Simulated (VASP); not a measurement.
The system is BAs.

```
CELL_PARAMETERS angstrom
0.00000 2.39187 2.39187
2.49878 0.00000 2.39187
2.49878 2.39187 0.00000
ATOMIC_POSITIONS crystal
B 0.00000 0.00000 0.00000
As 0.25000 0.25000 0.25000
```

The cell was built by a generator and needn't be a form met in nature.

The cell isn't the ideal one: uniaxial_x strain +4.5%.

Base run:

| Quantity | Value |
| --- | --- |
| Program | VASP 6.6.1 |
| Functional | r2SCAN |
| Potentials or basis | VASP PAW PBE potentials, release 64 (B, As) |
| Cutoff | 520 eV |
| k mesh | 10 × 10 × 10 |
| Occupations | gaussian, width 0.01 eV |
| Spin | no spin polarisation |

Its results: band gap on the k mesh 1.08 eV, indirect (least direct gap 3.15 eV); pressure -5.5 GPa.

Task: The run is repeated on the same cell with these changes: functional from r2SCAN to HSE06; k mesh from 10 × 10 × 10 to 6 × 6 × 6. What comes out?

Result: Band gap on the k mesh 1.65 eV, indirect (least direct gap 3.82 eV); pressure -6.9 GPa.

Several settings changed at once, so the effect can't be laid on one alone.

Caveats: the PAW data sets were made with another functional, which shifts forces and pressure a little.

A k mesh can miss the band edges.
